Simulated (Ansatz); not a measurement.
# Direct or indirect: SrH2O2 sheet (P3m1)

```
CELL_PARAMETERS angstrom
4.16225 0.00000 0.00000
2.08113 3.60462 0.00000
0.00000 0.00000 29.83762
ATOMIC_POSITIONS crystal
Sr 0.66667 0.66667 0.34093
O 0.00000 0.00000 0.30019
O 0.33333 0.33333 0.36374
H 0.00000 0.00000 0.26770
H 0.33333 0.33333 0.33092
```

Method: Ansatz, PBE, independent particles, without spin-orbit coupling, line width 0.05 eV (Gaussian). The band structure gives a fundamental gap of 3.57 eV. The spectrum of vertical transitions near the edge:

```json
{"E (eV)": "3.12", "absorbance (%), E ∥ xy": "0.00"}
{"E (eV)": "3.24", "absorbance (%), E ∥ xy": "0.00"}
{"E (eV)": "3.36", "absorbance (%), E ∥ xy": "0.00"}
{"E (eV)": "3.48", "absorbance (%), E ∥ xy": "0.02"}
{"E (eV)": "3.60", "absorbance (%), E ∥ xy": "0.98"}
{"E (eV)": "3.72", "absorbance (%), E ∥ xy": "1.12"}
{"E (eV)": "3.84", "absorbance (%), E ∥ xy": "1.04"}
{"E (eV)": "3.96", "absorbance (%), E ∥ xy": "0.96"}
{"E (eV)": "4.08", "absorbance (%), E ∥ xy": "0.89"}
{"E (eV)": "4.20", "absorbance (%), E ∥ xy": "0.82"}
{"E (eV)": "4.32", "absorbance (%), E ∥ xy": "0.77"}
{"E (eV)": "4.44", "absorbance (%), E ∥ xy": "0.72"}
{"E (eV)": "4.56", "absorbance (%), E ∥ xy": "0.68"}
{"E (eV)": "4.68", "absorbance (%), E ∥ xy": "0.64"}
{"E (eV)": "4.80", "absorbance (%), E ∥ xy": "0.71"}
```

Is the gap direct or indirect, and about where do vertical transitions set in?

Direct: the band path has its least direct gap at the fundamental one, 3.57 eV, and the curves rise from there. Lines are broadened by 0.05 eV, which spreads the edge.

Note: cells built here by substitution need not match a known phase.

[Logs are printed without paths, hosts, clocks, repeated set-up lines and the standing remarks that a program may print on its own settings, such as how far it seeks lower states.]
